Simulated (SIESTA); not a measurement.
Crystal: HfO2.

```
Hf O
1.0
     3.61685    0.00000    0.00000
     1.80843    3.13229    0.00000
     1.80843    1.04410    2.95315
Hf O
1 2
Direct
  0.00000 0.00000 0.00000
  0.75000 0.75000 0.75000
  0.25000 0.25000 0.25000
```

Measurements of this composition are mostly on another form, of space group No. 14.

Base run:

```yaml
Program: SIESTA 5.4.2
Functional: vdW-DF
Potentials_or_basis: PseudoDojo 0.4 standard (PBE files)
Basis: DZP (energy shift 0.003 Ry; two zetas on semicore shells)
Grid_cutoff: 800 Ry
Energy_shift: 0.003 Ry
k_mesh: 9 × 9 × 9
Occupations: fermi-dirac, width 0.05 eV
Spin: no spin polarisation
```

Its results: band gap on the k mesh 3.78 eV, indirect (least direct gap 3.94 eV); pressure 5.7 GPa.

**Question.** After a change of settings the same cell gave: band gap on the k mesh 3.67 eV, indirect (least direct gap 3.81 eV); pressure -1.3 GPa. Which change was it?
A. functional from vdW-DF to PBE
B. functional from vdW-DF to optB88-vdW
C. functional from vdW-DF to vdW-DF-cx
D. functional from vdW-DF to VV10

**Answer.** B.

Caveats: short orbitals over semicore shells can move pressures by several GPa; the potentials were made for another functional, which shifts forces and pressure; spin-orbit coupling is left out, which moves the levels of the heavy elements; an odd mesh through Γ misses points on the zone boundary, where band edges often lie; the basis of atomic orbitals isn't converged, which shifts pressures, moduli and gaps.

Not every run made on this cell is shown here.
